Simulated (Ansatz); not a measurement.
# linear Re chain, moments started antiparallel: one chain at several levels of theory, part 2 of 4

Aim: how far do the period, the moment and the conductance of the linear Re chain, moments started antiparallel depend on the functional, the datasets and spin-orbit coupling, and at what cost?

Ansatz 0.2.0; DFT PBE, plane waves, PAW; relaxation of a chain's period (the session's first sound run).

So far. Step 2 (Relaxation of atoms and period, level PBE, cutoff 420 …): The cell's length comes to 4.650 Å with an absolute moment of 4.79 μB a cell. That is -19 % against the start, more than a small adjustment.

### Step 3. The perfect wire, level PBE, k-mesh 1×1×18

This step: DFT PBE, plane waves, PAW; channels and complex bands of a perfect chain (Ansatz 0.2.0).

At the relaxed period the Bloch states of the perfect chain are found at each energy: those that move forward count the open channels, and those that decay describe how a disturbance dies away inside the wire itself. An energy step of 0.035 eV is under the 0.039 eV that the program asks for its thermal average at 300 K.

input.yaml

```yaml
crystal:
  lattice:
    - [7.5, 0.0, 0.0]
    - [0.0, 7.5, 0.0]
    - [0.0, 0.0, 4.6502710722]
  atoms:
    - { symbol: Re, position: [0.5, 0.5, 0.0], spin: 1.44 }
    - { symbol: Re, position: [0.5, 0.5, 0.5], spin: -1.44 }
magnetization:
  spin_polarized: true
kpoints:
  mp_grid: { grid: [1, 1, 18] }
  band_path: { path: ["Γ", Z], npoints: 60 }
scf:
  occupations: { method: fermi_dirac, width: 0.05 }
hamiltonian:
  xc: pbe
output:
  transmission:
    e_range: [-2, 2]
    de: 0.035
    kmesh: [1, 1]
    reduced_basis: true
    leads: [[0, 0]]
  dos: { projected: true, e_range: [-6, 4] }
  write_potential: true
  write_density: true
  volumetric_format: npy
  elf: true
```

On the command line:

```bash
$ ansatz run input.yaml --threads 4 --pin off --max-ram 8192MiB --backend cpu --events-out ev --progress --plain --runs-dir out
```

Numbers of over 12 decimals in the logs are rounded to 6 here.

Output:

```text
[...]
Crystal: 2 atoms, lattice volume = 261.578 Å³
Basis set: ecut = 420 eV, 5127 PW (Γ)
Bands: 21, of which v1, the nominal top of the filled ones, is band 15 counted from 1 (14 counted from 0)
Symmetry: 16 space group operations
[...]
k-points: 10 of 18
[...]
Starting moments: Σ|m| = 2.88 μB on 2 of 2 sites
[...]
SCF iter   1: F=—  HF=-21725.377263 eV  |F-HF|=—  |Δ(HF+E_count)|=         —  Δρ=1.41e-2 (↑1.41e-2 ↓1.41e-2)  dr2=1.44e0  dr2_m=2.56e-1  M=0.000 μB ∫|m|=3.408 μB  β_m=0.30  ethr=3.10e-3  ⟨swp⟩=6.3  Hψ=1015  notcnv=0
[...]
SCF iter   9: F=-21725.926768 eV  HF=-21725.926768 eV  |F-HF|=2.84e-10  |Δ(HF+E_count)|=   1.33e-6  Δρ=3.27e-7 (↑3.27e-7 ↓3.26e-7)  dr2=5.27e-10  dr2_m=2.79e-11  M=0.000 μB ∫|m|=4.707 μB  ethr=1.36e-10  ⟨swp⟩=1.7  Hψ=634  notcnv=0
SCF 1 converged in 9 iterations: F = -21725.926768 eV  dr2 = 5.27e-10
[...]
transmission: 12 of 72 steps passed
transmission: 18 of 72 steps passed
[...]
transmission: 72 of 72 steps passed
WARN: The output density's exchange-correlation potential varies sharply where the density is thin. Do not read a vacuum level from v_tot or v_xc, or from such a field of the output density. On a cell that repeats whose density bears no net charge and no dipole along the vacuum's axis use v_es (v_loc + v_h of the components); under efield.dipole_correction with no amplitude use v_es + v_field, which holds any externa [...]
NSCF: frozen V_eff on 61 k-points
SCF converged after 9 iterations
Magnetization: 0.0000 μB (15.0000 up, 15.0000 down)
Absolute magnetization: 4.7075 μB (∫|ρ↑−ρ↓|, with the PAW one-centre terms)
[...]
Per-site moments (μB) at R_I (Å): [(1.416876, 0.959118), (-1.416876, 0.959118)]
Free energy (F): -21725.926768 eV
[...]
Internal energy: -21725.901131 eV  (E = F + TS)
E sigma→0 (E₀):  -21725.913950 eV
Entropy (-TS):   -0.025637 eV (-12.819 meV/atom)
Fermi energy:    -1.114281 eV
[...]
--- Band table (eV; the first three rows and the last of 20) ---
  k-point 0 ↑: bands = [... 11 lower, -3.8388, -2.9705, -2.9602, -0.2265, -0.2136, 0.3005, 0.7391, 0.7391, ... 2 higher]
  k-point 1 ↑: bands = [... 11 lower, -3.8224, -2.9627, -2.9525, -0.2406, -0.2276, 0.2446, 0.6792, 0.6792, ... 2 higher]
  k-point 2 ↑: bands = [... 11 lower, -3.7735, -2.9399, -2.9301, -0.2815, -0.2682, 0.0866, 0.4999, 0.4999, ... 2 higher]
  k-point 9 ↓: bands = [... 11 lower, -2.6612, -2.6572, -2.3292, -2.2937, -2.2937, -2.2032, -1.1547, -0.7384, ... 2 higher]
--- Transmission ---
  basis      : 497 plane waves across, 6 finite elements along
  points     : 1, standing for a mesh of 1 x 1
  filling    : by the input's occupations and mesh, since the crystals that have channels conduct as metals do. If one of these is a semiconductor, that mesh has misplaced its level
  energies   : 115 from -2.000000 to 1.990000 eV about the Fermi level, 0.035000 eV apart; the leads are filled to 0.000000 eV, and channels, transmission and decay are at -0.005000 eV
  crystal 0  : Re2, at the sites [0, 0], period 4.6503 Å: whole cells are its period
    offset         : up to 0.0000 Å between an atom of the period and one for which it stands
    filled         : 5.6 meV over the level at which it is neutral
    channels       : 4.000000e0 up, 4.000000e0 down
    conductance    : 5.2719e14 S/m² at 300 K; may be off by some 0.0 % by where its bands' edges are placed, 0.9 % from the distance to neutral
```

Elapsed: 39 s, on 4 threads of Arm Neoverse V2, shared host; peak memory 0.64 GiB.

Numbers from this step:

```yaml
energy_at_zero_smearing: -21725.9139 eV
absolute_moment: 4.707 μB
channels_at_the_energy_nearest_the_fermi_level_spin_up: 4
channels_at_the_energy_nearest_the_fermi_level_spin_down: 4
conductance_of_the_lead_as_this_run_defines_it: 3.827 G₀
band_gap: 0 eV
```

Open channels of the lead against energy, zero at the Fermi level:

| energy (eV) | spin up | spin down |
| --- | --- | --- |
| -2.000 | 4 | 4 |
| -1.790 | 3 | 3 |
| -1.615 | 3 | 3 |
| -1.405 | 1 | 1 |
| -1.195 | 0 | 0 |
| -0.985 | 3 | 3 |
| -0.810 | 3 | 3 |
| -0.600 | 3 | 3 |
| -0.390 | 3 | 3 |
| -0.215 | 3 | 3 |
| -0.005 | 4 | 4 |
| 0.205 | 4 | 4 |
| 0.415 | 6 | 6 |
| 0.590 | 6 | 6 |
| 0.800 | 6 | 6 |
| 1.010 | 4 | 4 |
| 1.185 | 4 | 4 |
| 1.395 | 4 | 4 |
| 1.605 | 3 | 3 |
| 1.815 | 3 | 3 |

Spin up; the slowest values at each energy, most degenerate partners merged, listed up to 1.5 1/Å. Im kz of the slowest decaying states against energy, zero at the Fermi level:

| energy (eV) | decay 1 (Å⁻¹) | decay 2 (Å⁻¹) | decay 3 (Å⁻¹) | decay 4 (Å⁻¹) |
| --- | --- | --- | --- | --- |
| -2.000 | 0.308 | 0.320 | 1.20 | 1.27 |
| -1.790 | 0.0430 | 0.106 | 1.18 | 1.24 |
| -1.615 | 0.0566 | 0.150 | 1.16 | 1.22 |
| -1.405 | 0.0526 | 0.174 | 0.236 | 0.236 |
| -1.195 | 0.00457 | 0.0162 | 0.180 | 0.327 |
| -0.985 | 0.173 | 0.367 | 0.370 | 1.08 |
| -0.810 | 0.157 | 0.381 | 0.385 | 1.06 |
| -0.600 | 0.127 | 0.383 | 0.388 | 1.04 |
| -0.390 | 0.0889 | 0.370 | 0.375 | 1.01 |
| -0.215 | 0.0571 | 0.347 | 0.353 | 0.984 |
| -0.005 | 0.300 | 0.308 | 0.955 | 1.03 |
| 0.205 | 0.218 | 0.229 | 0.925 | 1.01 |
| 0.415 | 0.893 | 0.979 | 1.17 | 1.35 |
| 0.590 | 0.866 | 0.955 | 1.15 | 1.34 |
| 0.800 | 0.832 | 0.925 | 1.12 | 1.32 |
| 1.010 | 0.203 | 0.213 | 0.797 | 0.894 |
| 1.185 | 0.314 | 0.319 | 0.766 | 0.867 |
| 1.395 | 0.397 | 0.401 | 0.727 | 0.834 |
| 1.605 | 0.134 | 0.457 | 0.460 | 0.685 |
| 1.815 | 0.189 | 0.504 | 0.507 | 0.640 |

Spin down; the slowest values at each energy, most degenerate partners merged, listed up to 1.5 1/Å. Table of Im kz of the slowest decaying states by energy, zero at the Fermi level:

| energy (eV) | decay 1 (Å⁻¹) | decay 2 (Å⁻¹) | decay 3 (Å⁻¹) | decay 4 (Å⁻¹) |
| --- | --- | --- | --- | --- |
| -2.0000 | 0.308 | 0.320 | 1.20 | 1.27 |
| -1.7550 | 0.0474 | 0.117 | 1.18 | 1.24 |
| -1.5100 | 0.0570 | 0.124 | 0.130 | 0.165 |
| -1.2650 | 0.0364 | 0.180 | 0.305 | 0.307 |
| -0.9850 | 0.173 | 0.367 | 0.370 | 1.08 |
| -0.7400 | 0.149 | 0.383 | 0.388 | 1.05 |
| -0.4950 | 0.108 | 0.378 | 0.383 | 1.02 |
| -0.2500 | 0.0635 | 0.352 | 0.358 | 0.989 |
| -0.0050 | 0.300 | 0.308 | 0.955 | 1.03 |
| 0.2400 | 0.197 | 0.210 | 0.920 | 1.00 |
| 0.4850 | 0.883 | 0.969 | 1.16 | 1.35 |
| 0.7650 | 0.838 | 0.930 | 1.13 | 1.32 |
| 1.0100 | 0.203 | 0.213 | 0.797 | 0.894 |
| 1.2550 | 0.345 | 0.350 | 0.753 | 0.856 |
| 1.5000 | 0.0909 | 0.429 | 0.432 | 0.707 |
| 1.7450 | 0.173 | 0.490 | 0.492 | 0.656 |

The electronic bands at the labelled points (eV, zero at the Fermi level):

| point | up 15 | up 16 | up 17 | up 18 | down 15 | down 16 | down 17 | down 18 |
| --- | --- | --- | --- | --- | --- | --- | --- | --- |
| Γ | 0.89 | 0.90 | 1.41 | 1.85 | 0.89 | 0.90 | 1.41 | 1.85 |
| halfway | 0.53 | 0.65 | 0.66 | 0.72 | 0.53 | 0.65 | 0.66 | 0.72 |
| Z | -1.18 | -1.18 | -1.09 | -0.04 | -1.18 | -1.18 | -1.09 | -0.04 |

Spin density in the ca plane at fractional y = 0.500, with atoms of Re within 0.2 Å of it.

Ten even steps from '0' (-0.55 e/Å³) to '9' (0.55 e/Å³), each cell a mean:
```
55554444444555
55554444444555
55554444444555
55554444444555
55554444444555
55554444444555
55554444444555
76554432344556
97554310244568
97654310234568
87654221234577
87654321234567
97554310244568
86554321344567
65554443444555
55554444444555
55554444444555
55554444444555
55554444444555
55554444444555
55554444444555
55554444444555
```
Columns run along c (4.7 Å), rows up along a (7.5 Å). Atoms in or near the plane, at fractional coordinates: Re at (0.00, 0.50), Re at (0.50, 0.50).

ELF of down spins in the ca plane at fractional y = 0.500, with atoms of Re within 0.2 Å of it. It is the smooth field of the valence electrons, not physical close to the nuclei.

Ten even steps from '_' (0.00) to '@' (0.74), each cell a mean:
```
____________________________
____________________________
__________..........________
____....::::::::::::::....__
__..::------------------::..
__::==++++========++++++--..
__..==****++++++++++****--..
....==**++++++++++++****--..
##**==++++++##%%**==++++++**
@@@@**==++##%%%%%%**====##@@
++%%**==++%%##++%%##====%%##
%%@@**==++%%%%##%%##====%%@@
@@%%++++==**%%@@##++++==**%%
----==**++==****++==**++----
__..==****++++++++++****--..
__::==**++++++++++++**++--..
__..--==================::..
__....::::::::::::::::::..__
______................______
____________________________
____________________________
____________________________
```
Columns run along c (4.7 Å), rows up along a (7.5 Å). Atoms in or near the plane, at fractional coordinates: Re at (0.00, 0.50), Re at (0.50, 0.50).

Electrostatic potential energy in the ca plane at fractional y = 0.500, with atoms of Re within 0.2 Å of it. With pseudopotentials it is smooth inside the atoms' cores, unlike the true potential.

Values in eV, 22 rows by 14 columns, each cell a mean:
```
  3   3   3   3   3   3   3   3   3   3   3   3   3   3
  3   3   3   3   3   3   3   3   3   3   3   3   3   3
  3   3   3   3   3   3   3   3   3   3   3   3   3   3
  3   3   3   3   3   3   3   3   3   3   3   3   3   3
  3   3   3   3   3   3   3   3   3   3   3   3   3   3
  2   2   2   3   3   2   2   2   2   2   3   3   2   2
 -1   0   1   2   1   0  -1  -1   0   1   2   1   0  -1
-11  -8  -3  -1  -1  -5  -9 -11  -8  -3  -1  -1  -5  -9
-42 -30 -14  -5  -7 -20 -37 -42 -30 -14  -5  -7 -20 -37
-66 -57 -32 -11 -17 -43 -63 -66 -57 -32 -11 -17 -43 -63
-69 -66 -44 -16 -25 -55 -69 -69 -66 -44 -16 -25 -55 -69
-69 -63 -38 -14 -21 -50 -68 -69 -63 -38 -14 -21 -50 -68
-54 -42 -21  -7 -11 -30 -49 -54 -42 -21  -7 -11 -30 -49
-22 -15  -7  -2  -4 -10 -19 -22 -15  -7  -2  -4 -10 -19
 -4  -3  -1   1   0  -1  -3  -4  -3  -1   1   0  -1  -3
  1   1   2   2   2   2   1   1   1   2   2   2   2   1
  2   3   3   3   3   3   2   2   3   3   3   3   3   2
  3   3   3   3   3   3   3   3   3   3   3   3   3   3
  3   3   3   3   3   3   3   3   3   3   3   3   3   3
  3   3   3   3   3   3   3   3   3   3   3   3   3   3
  3   3   3   3   3   3   3   3   3   3   3   3   3   3
  3   3   3   3   3   3   3   3   3   3   3   3   3   3
```
Columns run along c (4.7 Å; values clipped at the 3rd and 97th percentile), rows up along a (7.5 Å). Atoms in or near the plane, at fractional coordinates: Re at (0.00, 0.50), Re at (0.50, 0.50).

By hand: the program gives 5.2719 × 10^14 S/m² over the cell's cross-section of 56.25 Å² = 5.625 × 10^-19 m², so one cell conducts 2.965 × 10^-4 S. Divided by G0 = 2e²/h = 7.748 × 10^-5 S this is 3.83 G0, a resistance of 3.37 kΩ.

At the computed energy nearest the Fermi level there are 4 spin-up and 4 spin-down channels, and the thermal average gives 3.83 G₀.

### Step 4. Relaxation of atoms and period

This step: DFT PBEsol, plane waves, PAW; relaxation of a chain's period (Ansatz 0.2.0).

The relaxation is repeated under another functional. PBEsol weakens PBE's gradient terms and usually lands between LDA and PBE.

input.yaml, the sections that differ from step 3:

```yaml
crystal:
  lattice:
    - [7.5, 0.0, 0.0]
    - [0.0, 7.5, 0.0]
    - [0.0, 0.0, 5.738]
  atoms:
    - { symbol: Re, position: [0.5, 0.5, 0.0], spin: 2.0 }
    - { symbol: Re, position: [0.5, 0.5, 0.5], spin: -2.0 }
kpoints:
  mp_grid: { grid: [1, 1, 14] }
hamiltonian:
  xc: pbesol
relax:
  cell: { fix: [a, b, alpha, beta, gamma] }
  max_steps: 60
# magnetization, scf: as in step 3
# output: removed
```

Output:

```text
[...]
Crystal: 2 atoms, lattice volume = 322.763 Å³
Basis set: ecut = 420 eV, 6299 PW (Γ), exchange–correlation on 108×108×80 points (8 copies of the dense FFT grid, shifted against one another)
Bands: 21, of which v1, the nominal top of the filled ones, is band 15 counted from 1 (14 counted from 0)
Symmetry: 16 space group operations
[...]
0.000000      -0.151268       0.000000
        0.000000       0.000000      -0.008288
  P = ⅓ Tr σ = -0.1036 GPa (-1.036 kbar)
--- Relaxed structure (7 steps of the walk, 7 accepted, 1 SCFs on fresh bases) ---
[...]
cell:  # Å, volume = 257.3281 Å³
    - [7.5, 0.0, 0.0]
    - [0.0, 7.5, 0.0]
    - [0.0, 0.0, 4.574722]
  atoms:
    - { symbol: Re, position: [0.5, 0.5, 0.0] }
    - { symbol: Re, position: [0.5, 0.5, 0.5] }
[key lines of the parts left out:]
SCF converged after 7 iterations
Magnetization: 0.0000 μB (15.0000 up, 15.0000 down)
Free energy (F): -21463.144813 eV
Fermi energy:    -1.263083 eV
```

Wall time 9.4 s (4 threads); peak memory 0.59 GiB.

Step by step:

| step | energy less that of the first step (eV) | largest force component (eV/Å) | pressure (GPa) | volume (Å³) |
| --- | --- | --- | --- | --- |
| 1 | 0.0000 | 0.0000 | -2.58 | 322.76 |
| 2 | -0.7754 | 0.0000 | -2.78 | 307.03 |
| 3 | -1.5469 | 0.0000 | -2.53 | 291.29 |
| 4 | -2.1822 | 0.0000 | -1.85 | 275.56 |
| 5 | -2.5184 | 0.0000 | -0.46 | 259.82 |
| 6 | -2.5269 | 0.0000 | -0.03 | 256.89 |
| 7 | -2.5272 | 0.0000 | -0.10 | 257.33 |
| 8* | -2.5245 | 0.0000 | -0.10 | 257.33 |

Relaxation steps marked * repeat the geometry before them on a plane-wave basis chosen anew for their cell, so energy and pressure can jump there.

Forces are held to the 16 operations that the run works with; a distortion that breaks them can't arise in this run.

| cell as run | before | after | change |
| --- | --- | --- | --- |
| c (Å) | 5.738 | 4.575 | -20.3 % |

The relaxed structure:

```xyz
2
Lattice="7.5000 0.0000 0.0000 0.0000 7.5000 0.0000 0.0000 0.0000 4.5747" Properties=species:S:1:pos:R:3
Re    3.7500    3.7500    0.0000
Re    3.7500    3.7500    2.2874
```

The cell's length comes to 4.575 Å, -1.6 % against the first run, with an absolute moment of 4.34 μB a cell. That is -20 % against the start, more than a small adjustment.

### Step 5. The wire at its relaxed period, level PBEsol, k-mesh 1×1×18

This step: DFT PBEsol, plane waves, PAW; channels and complex bands of a perfect chain (Ansatz 0.2.0).

The channels are counted again under PBEsol, at the period that it gave.

input.yaml

```yaml
crystal:
  lattice:
    - [7.5, 0.0, 0.0]
    - [0.0, 7.5, 0.0]
    - [0.0, 0.0, 4.5747222358]
  atoms:
    - { symbol: Re, position: [0.5, 0.5, 0.0], spin: 1.27 }
    - { symbol: Re, position: [0.5, 0.5, 0.5], spin: -1.27 }
magnetization:
  spin_polarized: true
kpoints:
  mp_grid: { grid: [1, 1, 18] }
  band_path: { path: ["Γ", Z], npoints: 60 }
scf:
  occupations: { method: fermi_dirac, width: 0.05 }
hamiltonian:
  xc: pbesol
output:
  transmission:
    e_range: [-2, 2]
    de: 0.035
    kmesh: [1, 1]
    reduced_basis: true
    leads: [[0, 0]]
  dos: { projected: true, e_range: [-6, 4] }
```

Output:

```text
[...]
Crystal: 2 atoms, lattice volume = 257.328 Å³
Basis set: ecut = 420 eV, 5063 PW (Γ)
Bands: 21, of which v1, the nominal top of the filled ones, is band 15 counted from 1 (14 counted from 0)
Symmetry: 16 space group operations
[...]
k-points: 10 of 18
[...]
Starting moments: Σ|m| = 2.54 μB on 2 of 2 sites
[...]
--- Transmission ---
  basis      : 497 plane waves across, 6 finite elements along
  points     : 1, standing for a mesh of 1 x 1
[...]
crystal 0  : Re2, at the sites [0, 0], period 4.5747 Å: whole cells are its period
[...]
filled         : 24.9 meV over the level at which it is neutral
    channels       : 4.000000e0 up, 4.000000e0 down
[...]
[key lines of the parts left out:]
SCF converged after 9 iterations
Magnetization: 0.0000 μB (15.0000 up, 15.0000 down)
Free energy (F): -21463.143087 eV
Fermi energy:    -1.208276 eV
```

Run time: 39 s. Hardware: 4 threads; peak memory 0.63 GiB; 2.3 min of CPU time.

Open channels of the lead against energy, zero at the Fermi level:

| energy (eV) | spin up | spin down |
| --- | --- | --- |
| -2.00 | 4 | 4 |
| -1.90 | 2 | 2 |
| -1.79 | 3 | 3 |
| -1.69 | 3 | 3 |
| -1.58 | 3 | 3 |
| -1.48 | 3 | 3 |
| -1.37 | 1 | 1 |
| -1.23 | 3 | 3 |
| -1.12 | 3 | 3 |
| -1.02 | 3 | 3 |
| -0.92 | 3 | 3 |
| -0.81 | 3 | 3 |
| -0.70 | 3 | 3 |
| -0.60 | 3 | 3 |
| -0.49 | 3 | 3 |
| -0.39 | 3 | 3 |
| -0.28 | 3 | 3 |
| -0.18 | 3 | 3 |
| -0.07 | 4 | 4 |
| -0.01 | 4 | 4 |
| 0.07 | 4 | 4 |
| 0.17 | 4 | 4 |
| 0.28 | 6 | 6 |
| 0.38 | 6 | 6 |
| 0.48 | 6 | 6 |
| 0.59 | 6 | 6 |
| 0.69 | 6 | 6 |
| 0.80 | 6 | 6 |
| 0.91 | 4 | 4 |
| 1.01 | 4 | 4 |
| 1.11 | 4 | 4 |
| 1.22 | 4 | 4 |
| 1.36 | 4 | 4 |
| 1.47 | 4 | 4 |
| 1.57 | 3 | 3 |
| 1.68 | 3 | 3 |
| 1.78 | 3 | 3 |
| 1.89 | 3 | 3 |
| 1.99 | 1 | 1 |

At the computed energy nearest the Fermi level there are 4 spin-up and 4 spin-down channels, and the thermal average gives 3.99 G₀.

### Step 6. Relaxing the period

This step: DFT LDA, plane waves, PAW; relaxation of a chain's period (Ansatz 0.2.0).

The relaxation is repeated under another functional. LDA has no gradient terms and tends to overbind, so it marks the short end of the likely bond lengths.

input.yaml, the sections that differ from step 5:

```yaml
crystal:
  lattice:
    - [7.5, 0.0, 0.0]
    - [0.0, 7.5, 0.0]
    - [0.0, 0.0, 5.738]
  atoms:
    - { symbol: Re, position: [0.5, 0.5, 0.0], spin: 2.0 }
    - { symbol: Re, position: [0.5, 0.5, 0.5], spin: -2.0 }
kpoints:
  mp_grid: { grid: [1, 1, 14] }
hamiltonian:
  xc: lda
relax:
  cell: { fix: [a, b, alpha, beta, gamma] }
  max_steps: 60
# magnetization, scf: as in step 5
# output: removed
```

Output:

```text
[...]
Crystal: 2 atoms, lattice volume = 322.763 Å³
Basis set: ecut = 420 eV, 6299 PW (Γ)
Bands: 21, of which v1, the nominal top of the filled ones, is band 15 counted from 1 (14 counted from 0)
Symmetry: 16 space group operations
[...]
k-points: 8 of 14
[...]
Starting moments: Σ|m| = 4 μB on 2 of 2 sites
[...]
0.000000      -0.184730       0.000000
        0.000000       0.000000      -0.008625
  P = ⅓ Tr σ = -0.1260 GPa (-1.260 kbar)
--- Relaxed structure (8 steps of the walk, 8 accepted, 1 SCFs on fresh bases) ---
[...]
cell:  # Å, volume = 252.2898 Å³
    - [7.5, 0.0, 0.0]
    - [0.0, 7.5, 0.0]
    - [0.0, 0.0, 4.485152]
  atoms:
    - { symbol: Re, position: [0.5, 0.5, 0.0] }
    - { symbol: Re, position: [0.5, 0.5, 0.5] }
[key lines of the parts left out:]
SCF converged after 9 iterations
Magnetization: 0.0000 μB (15.0000 up, 15.0000 down)
Free energy (F): -21203.415064 eV
Fermi energy:    -1.629138 eV
```

It took 9.2 s on 4 threads; peak memory 0.54 GiB.

The steps of the relaxation:

| step | energy less that of the first step (eV) | largest force component (eV/Å) | pressure (GPa) | volume (Å³) |
| --- | --- | --- | --- | --- |
| 1 | 0.0000 | 0.0000 | -2.94 | 322.76 |
| 2 | -0.8749 | 0.0000 | -3.16 | 307.03 |
| 3 | -1.7808 | 0.0000 | -3.12 | 291.29 |
| 4 | -2.6139 | 0.0000 | -2.65 | 275.56 |
| 5 | -3.1999 | 0.0000 | -1.31 | 259.82 |
| 6 | -3.2858 | 0.0000 | 0.00 | 251.49 |
| 7 | -3.2867 | 0.0000 | -0.10 | 252.13 |
| 8 | -3.2867 | 0.0000 | -0.12 | 252.29 |
| 9* | -3.2848 | 0.0000 | -0.13 | 252.29 |

Relaxation steps marked * repeat the geometry before them on a plane-wave basis chosen anew for their cell, so energy and pressure can jump there.

The run keeps the 16 symmetry operations that it works with, so distortions that break them were not tested.

| cell as run | before | after | change |
| --- | --- | --- | --- |
| c (Å) | 5.738 | 4.485 | -21.8 % |

Final coordinates:

```xyz
2
Lattice="7.5000 0.0000 0.0000 0.0000 7.5000 0.0000 0.0000 0.0000 4.4852" Properties=species:S:1:pos:R:3
Re    3.7500    3.7500    0.0000
Re    3.7500    3.7500    2.2426
```

The cell's length comes to 4.485 Å, -3.6 % against the first run, with an absolute moment of 2.71 μB a cell. That is -22 % against the start, more than a small adjustment.

The cell shrank by 21.8 % in its periodic edges.

(Continued in part 3 of 4.)

[Logs are printed without paths, hosts, clocks, repeated set-up lines and the standing remarks that a program may print on its own settings, such as how far it seeks lower states.]

[Hosts, paths, dates, database ids (printed as entryN), source tags and the programs' standing remarks are cut or masked in the printed files.]
